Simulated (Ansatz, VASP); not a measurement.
## Two plane-wave programs on SrO

The input POSCAR:

```
SrO
1.0
    0.0000000000      2.7922805108      2.7922805108
    2.7922805108      0.0000000000      2.7922805108
    2.7922805108      2.7922805108      0.0000000000
Sr O
1 1
Direct
    0.0000000000      0.0000000000      0.0000000000
    0.2500000000      0.2500000000      0.2500000000
```

Contents of INCAR.step1:

```
SYSTEM = SrO
ALGO = Normal
EDIFF = 1E-5
ENCUT = 520
GGA = PE
ISIF = 2
ISMEAR = 0
LASPH = .TRUE.
LREAL = .FALSE.
LWAVE = .TRUE.
NBANDS = 15
NELM = 100
PREC = Accurate
SIGMA = 0.01
```

Contents of INCAR.step2:

```
SYSTEM = SrO
ALGO = Normal
EDIFF = 1E-7
ENCUT = 520
GGA = PE
HFSCREEN = 0.2079
ISIF = 2
ISMEAR = 0
ISTART = 1
LASPH = .TRUE.
LCHARG = .TRUE.
LELF = .TRUE.
LHFCALC = .TRUE.
LREAL = .FALSE.
LVHAR = .TRUE.
LWAVE = .FALSE.
NBANDS = 15
NELM = 100
PREC = Accurate
PRECFOCK = Normal
SIGMA = 0.01
```

The input KPOINTS:

```
k-points
0
G
  4 4 4
  0 0 0
```

Input for Ansatz:

```yaml
crystal:
  lattice:
    - [0.0, 2.7922805108, 2.7922805108]
    - [2.7922805108, 0.0, 2.7922805108]
    - [2.7922805108, 2.7922805108, 0.0]
  atoms:
    - { symbol: Sr, position: [0.0, 0.0, 0.0] }
    - { symbol: O, position: [0.25, 0.25, 0.25] }
kpoints:
  mp_grid: { grid: [4, 4, 4] }
hamiltonian:
  xc: hse06
scf:
  occupations: { method: fixed }
  n_extra_bands: 4
output:
  forces: true
  stress: true
  eigenvalues: true
```

The cell was built by a generator and needn't be a form met in nature.

Alike in both runs: task single point; functional HSE06; k mesh 4 × 4 × 4; no spin polarisation.

|  | VASP | Ansatz |
| --- | --- | --- |
| version | VASP 6.6.1 | Ansatz 0.2.0 |
| potentials or method | VASP PAW PBE potentials, release 64 (Sr_sv, O) | plane waves, PAW |
| plane-wave cutoff (eV) | 520 | 420 |
| occupations | gaussian, width 0.01 eV | fixed |
| valence electrons in the cell | 16 | 16 |

```tsv
	VASP	Ansatz	Ansatz less VASP
gap on the k mesh at the Fermi level (eV)	3.86	3.85	-0.004
pressure (GPa)	0.1	-0.4	-0.48
```

Ansatz warned: «stress_exchange_threshold_loose».

Caveats: the k mesh is coarse (spacing up to 0.49 Å⁻¹), so the values aren't converged, least of all with exact exchange; the PAW data sets were made with another functional, which shifts forces and pressure a little (VASP). A k mesh can miss the band edges.
